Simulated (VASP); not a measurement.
# W (Fm-3m) in VASP: a series of runs

Runs on W. Level: PBE. Tasks: relaxation of cell and atoms.

Program: VASP 6.6.1. These are calculated values, not measurements. Logs are shortened: lines on timing, memory, paths and dates and some standing lists are left out, and cuts for length are marked.

### Step 1. The structure

Symmetry: Fm-3m, No. 225, cubic system. Conventional cell: a = 4.060 Å, b = 4.060 Å, c = 4.060 Å, α = 90.00°, β = 90.00°, γ = 90.00°. W (site symmetry m-3m) is surrounded by 12 W at 2.87 Å.

This isn't the form of W at room conditions, which is bcc.

### Step 2. Relaxation of cell and atoms, PBE

INCAR

```
PREC = Accurate
ENCUT = 520
EDIFF = 1E-6
ISMEAR = 0
SIGMA = 0.1
LREAL = False
LASPH = True
NELM = 120
ALGO = Normal
ISIF = 3
LWAVE = False
LCHARG = False
GGA = PE
IBRION = 2
NSW = 90
EDIFFG = -0.01
```

KPOINTS

```
Automatic mesh
0
Gamma
  18 18 18
```

POSCAR

```
W
1.0
    0.0000000000      2.0300000000      2.0300000000
    2.0300000000      0.0000000000      2.0300000000
    2.0300000000      2.0300000000      0.0000000000
W
1
Direct
    0.0000000000      0.0000000000      0.0000000000
```

Potentials or basis: VASP PAW PBE potentials, release 64 (W_sv).

Launch:

```sh
> cat potpaw_PBE.64/W_sv/POTCAR > POTCAR
> mpirun -np 1 vasp_std > vasp.out
```

OUTCAR:

```text
PREC = Accurate
   ENCUT = 520
   EDIFF = 1E-6
   ISMEAR = 0
   LREAL = False
   LASPH = True
   NELM = 120
   ISIF = 3
   GGA = PE
   IBRION = 2
   NSW = 90
   EDIFFG = -0.01

 ion  position               nearest neighbor table
   1  0.000  0.000  0.000-

  LATTYP: Found a face centered cubic cell.
 ALAT       =     4.0600000000

  Lattice vectors:

 A1 = (   0.0000000000,   2.0300000000,   2.0300000000)
 A2 = (   2.0300000000,   0.0000000000,   2.0300000000)
 A3 = (   2.0300000000,   2.0300000000,   0.0000000000)

Analysis of symmetry for initial positions (statically):
=====================================================================
 Subroutine PRICEL returns:
 Original cell was already a primitive cell.

 Routine SETGRP: Setting up the symmetry group for a
 face centered cubic supercell.

 Subroutine GETGRP returns: Found 48 space group operations
 (whereof 48 operations were pure point group operations)
 out of a pool of 48 trial point group operations.

The static configuration has the point symmetry O_h .

Analysis of symmetry for dynamics (positions and initial velocities):
=====================================================================
 Subroutine PRICEL returns:
 Original cell was already a primitive cell.

 Routine SETGRP: Setting up the symmetry group for a
 face centered cubic supercell.

 Subroutine GETGRP returns: Found 48 space group operations
 (whereof 48 operations were pure point group operations)
 out of a pool of 48 trial point group operations.

The dynamic configuration has the point symmetry O_h .

 Subroutine INISYM returns: Found 48 space group operations
 (whereof 48 operations are pure point group operations),
 and found     1 'primitive' translations

----------------------------------------------------------------------------------------

                                     Primitive cell

  volume of cell :      16.7309

  direct lattice vectors                    reciprocal lattice vectors
     0.000000000  2.030000000  2.030000000    -0.246305419  0.246305419  0.246305419
     2.030000000  0.000000000  2.030000000     0.246305419 -0.246305419  0.246305419
     2.030000000  2.030000000  0.000000000     0.246305419  0.246305419 -0.246305419

  length of vectors
     2.870853532  2.870853532  2.870853532     0.426613499  0.426613499  0.426613499

  position of ions in fractional coordinates (direct lattice)
     0.000000000  0.000000000  0.000000000

  ion indices of the primitive-cell ions
   primitive index   ion index
                 1           1

----------------------------------------------------------------------------------------

 KPOINTS: Automatic mesh

Automatic generation of k-mesh.
 Grid dimensions read from file:
 generate k-points for:   18   18   18

 Generating k-lattice:

  Cartesian coordinates                     Fractional coordinates (reciprocal lattice)
    -0.013683634  0.013683634  0.013683634     0.055555556  0.000000000  0.000000000
     0.013683634 -0.013683634  0.013683634     0.000000000  0.055555556  0.000000000
     0.013683634  0.013683634 -0.013683634     0.000000000  0.000000000  0.055555556

  Length of vectors
     0.023700750  0.023700750  0.023700750

  Shift w.r.t. Gamma in fractional coordinates (k-lattice)
     0.000000000  0.000000000  0.000000000

 Subroutine IBZKPT returns following result:
 ===========================================

 Found    195 irreducible k-points:

 Following reciprocal coordinates:
            Coordinates               Weight
  0.000000  0.000000  0.000000      1.000000
  0.055556  0.000000  0.000000      8.000000
  0.111111  0.000000  0.000000      8.000000
  0.166667  0.000000  0.000000      8.000000
  0.222222  0.000000  0.000000      8.000000
  0.277778  0.000000  0.000000      8.000000
[... 16 lines left out ...]
 -0.277778  0.055556  0.000000     24.000000
 -0.222222  0.055556  0.000000     24.000000
 [... further k-points ...]
   k-points           NKPTS =    195   k-points in BZ     NKDIM =    195   number of bands    NBANDS=     11
   number of dos      NEDOS =    301   number of ions     NIONS =      1
   total plane-waves  NPLWV =  13824
   dimension x,y,z NGX =    24 NGY =   24 NGZ =   24
   dimension x,y,z NGXF=    48 NGYF=   48 NGZF=   48
   ions per type =               1
   NGX,Y,Z   is equivalent  to a cutoff of  13.90, 13.90, 13.90 a.u.
   NGXF,Y,Z  is equivalent  to a cutoff of  27.80, 27.80, 27.80 a.u.
 SYSTEM =  unknown system
   PREC   = accura    normal or accurate (medium, high low for compatibility)
   ISTART =      0    job   : 0-new  1-cont  2-samecut
   ICHARG =      2    charge: 1-file 2-atom 10-const
   ISPIN  =      1    spin polarized calculation?
   LNONCOLLINEAR =      F non collinear calculations
   LSORBIT =      F    spin-orbit coupling
   LASPH  =      T    aspherical Exc in radial PAW
   ENCUT  =  520.0 eV  38.22 Ry    6.18 a.u.   5.34  5.34  5.34*2*pi/ulx,y,z
   NELM   =    120;   NELMIN=  2; NELMDL= -5     # of ELM steps
   EDIFF  = 0.1E-05   stopping-criterion for ELM
   LREAL  =      F    real-space projection
   EDIFFG = -.1E-01   stopping-criterion for IOM
   NSW    =     90    number of steps for IOM
   IBRION =      2    ionic relax: 0-MD 1-quasi-New 2-CG
   NFREE  =      1    steps in history (QN), initial steepest desc. (CG)
   ISIF   =      3    stress and relaxation
   ISYM   =      2    0-nonsym 1-usesym 2-fastsym
   POTIM  = 0.5000    time-step for ionic-motion
   TEBEG  =    0.0;   TEEND  =   0.0 temperature during run
   PSTRESS=    0.0 pullay stress
   NELECT =      14.0000    total number of electrons
   NUPDOWN=      -1.0000    fix difference up-down
   EMIN   =  10.00;   EMAX   =-10.00  energy-range for DOS
   EFERMI =   0.00;   METHOD = LEGACY
   ISMEAR =     0;   SIGMA  =   0.10  broadening in eV -4-tet -1-fermi 0-gaus
   EFERMI_NEDOS =   21; number of points for ismear=-14 and -15
   IALGO  =     38    algorithm
   IMIX   =      4    mixing-type and parameters
     AMIX     =   0.40;   BMIX     =  1.00
     AMIX_MAG =   1.60;   BMIX_MAG =  1.00
  volume/ion in A,a.u.               =      16.73       112.91
  Fermi-wavevector in a.u.,A,eV,Ry     =   1.542688  2.915258 32.380324  2.379887
  Thomas-Fermi vector in A             =   2.648457
   LORBIT       =      0    0 simple, 1 ext, 2 COOP (PROOUT), +10 PAW based schemes
   GGA     = PE    functional components
   LHFCALC =     F    Hartree Fock is set to
   AEXX    =    0.0000 exact exchange contribution
   IVDW    =     0    specifies the selected vdW correction
   LEPSILON=     F    determine dielectric tensor
   LRPA    =     F    only Hartree local field effects (RPA)
 conjugate gradient relaxation of ions
 non-spin polarized calculation
 Gauss-broadening in eV      SIGMA  =   0.10
  energy-cutoff  :      520.00
  volume of cell :       16.73
 maximum number of plane-waves:       465
 NGX is ok and might be reduce to    24
   NGX = 11   NGY = 11   NGZ = 11

--------------------------------------- Ionic step        1  -------------------------------------------

 number of electron      14.0000002 magnetization

 Free energy of the ion-electron system (eV)
  ---------------------------------------------------
  ext. energy  EPLUGINS =         0.00000000
  ---------------------------------------------------
  free energy    TOTEN  =       -12.47199524 eV

  energy without entropy =      -12.46535900  energy(sigma->0) =      -12.46867712

------------------------ aborting loop because EDIFF is reached ----------------------------------------

  FORCE on cell =-STRESS in cart. coord.  units (eV):
  Direction    XX          YY          ZZ          XY          YZ          ZX
  --------------------------------------------------------------------------------------
  -------------------------------------------------------------------------------------
  Total       -0.4370811     -0.4370811     -0.4370811      0.0000000     -0.0000000      0.0000000
  in kB      -41.8556911    -41.8556911    -41.8556911      0.0000000     -0.0000000      0.0000000
  external PRESSURE =     -41.8556911 kB  Pullay stress =       0.0000000 kB
[... 90 lines left out ...]
  energy  without entropy=      -12.4687204934  energy(sigma->0) =      -12.47205840

--------------------------------------- Ionic step        4  -------------------------------------------

 number of electron      14.0000002 magnetization

 Free energy of the ion-electron system (eV)
  ---------------------------------------------------
  ext. energy  EPLUGINS =         0.00000000
  ---------------------------------------------------
  free energy    TOTEN  =       -12.47539787 eV

  energy without entropy =      -12.46872157  energy(sigma->0) =      -12.47205972

 E-fermi :  10.4262     XC(G=0): -13.4135

 val. band max:       10.4254734274   @ k =  -0.1667   0.0556   0.0000
 cond. band min:      10.4380315538   @ k =  -0.2222   0.0556   0.0000
 fundamental gap:      0.0125581264
 Fermi energy:        10.4261837499

 k-point     1 :       0.0000    0.0000    0.0000
  band No.  band energies     occupation
      1     -63.2488      2.00000
      2     -26.8845      2.00000
      3     -26.8845      2.00000
      4     -26.8845      2.00000
      5       1.4628      2.00000
      6       9.8809      2.00000
      7       9.8809      2.00000
      8       9.8809      2.00000
      9      12.9884      0.00000
     10      12.9884      0.00000
     11      23.2152      0.00000
[... 309 lines left out ...]
 k-point    24 :      -0.2222    0.0556    0.0000
  band No.  band energies     occupation
      1     -63.1978      2.00000
      2     -27.4394      2.00000
      3     -26.9947      2.00000
      4     -26.9446      2.00000
      5       3.6686      2.00000
      6       8.7882      2.00000
      7      10.2894      1.94699
      8      10.4380      0.86693
      9      12.5079      0.00000
     10      13.5299      0.00000
     11      23.8411      0.00000

 [... further k-points ...]

------------------------ aborting loop because EDIFF is reached ----------------------------------------

  FORCE on cell =-STRESS in cart. coord.  units (eV):
  Direction    XX          YY          ZZ          XY          YZ          ZX
  --------------------------------------------------------------------------------------
  -------------------------------------------------------------------------------------
  Total       -0.0008273     -0.0008273     -0.0008273      0.0000000      0.0000000      0.0000000
  in kB       -0.0804451     -0.0804451     -0.0804451      0.0000000      0.0000000      0.0000000
  external PRESSURE =      -0.0804451 kB  Pullay stress =       0.0000000 kB
[... 16 lines left out ...]
  FREE ENERGIE OF THE ION-ELECTRON SYSTEM (eV)
  ---------------------------------------------------
  free  energy   TOTEN  =       -12.4753978669 eV

  energy  without entropy=      -12.4687215735  energy(sigma->0) =      -12.47205972

 reached required accuracy - stopping structural energy minimisation
```

Run time: 37 s. Hardware: 1 thread of Intel Xeon Platinum 8375C at 2.90GHz (Ice Lake), shared host; peak memory 0.17 GiB.

Results:

```
Free energy                            : -12.4754 eV
Relaxed volume                         : 16.48 Å³/atom
Relaxed cell                           : a = 2.856 Å, b = 2.856 Å, c = 2.856 Å, α = 60.00°, β = 60.00°, γ = 60.00°
Space group after relaxing (to 0.05 Å) : Fm-3m (No. 225)
Energy gained by relaxing              : 3.4 meV/atom
Ionic steps                            : 4
Pressure after relaxing                : 0.0 GPa
Band gap on the k mesh                 : none (metal or under the smearing width)
```

Step by step:
```
step  energy change (eV)  largest force (eV/Å)  pressure (GPa)  volume (Å³)
   1              0.0000                0.0000           -4.19        16.73
   2              0.0324                0.0000           15.27        15.69
   3             -0.0034                0.0000           -0.10        16.48
   4             -0.0034                0.0000           -0.01        16.48
```

Final structure:
```yaml
crystal:
  lattice:
    - [0.00000, 2.01969, 2.01969]
    - [2.01969, 0.00000, 2.01969]
    - [2.01969, 2.01969, 0.00000]
  atoms:
    - { symbol: W, position: [0.00000, 0.00000, 0.00000] }
```

Spin-orbit coupling is left out, which matters for the levels of W.

[end of part 1 of 2]
